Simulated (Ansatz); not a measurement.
A run of Ansatz 0.2.0 is set up as follows.

The input input.yaml:

```yaml
crystal:
  lattice:
    - [0.0, 2.4508112569, 2.4508112569]
    - [2.4508112569, 0.0, 2.4508112569]
    - [2.4508112569, 2.4508112569, 0.0]
  atoms:
    - { symbol: Hf, position: [0.0, 0.0, 0.0] }
    - { symbol: O, position: [0.75, 0.75, 0.75] }
    - { symbol: O, position: [0.25, 0.25, 0.25] }
hamiltonian:
  xc: pbe
  pseudopotentials: { kind: paw_fr }
magnetization:
  noncollinear: true
  spin_orbit: true
kpoints:
  mp_grid: { grid: [9, 9, 9] }
scf:
  occupations: { method: fixed }
output:
  forces: true
  stress: true
  eigenvalues: true
  write_density: true
  write_potential: true
  elf: true
  volumetric_format: npy
```

Potentials or basis: Ansatz PAW.

Run with:

```console
$ ansatz run input.yaml --threads 2 --pin off --max-ram 5120MiB --backend cpu --events-out ev --progress --plain --runs-dir out
```

Question: What does it give for the pressure?

Answer: 36.7 GPa.

Question: Predict the band gap on the k mesh.

Answer: 4.15 eV, indirect (least direct gap 4.28 eV).

Caveat: odd divisions of the mesh miss points on the zone boundary, where band edges often lie, so the gap on the mesh can be too wide; the pressure holds a Pulay correction of +1.0 GPa for the finite cutoff. A k mesh can miss the band edges.
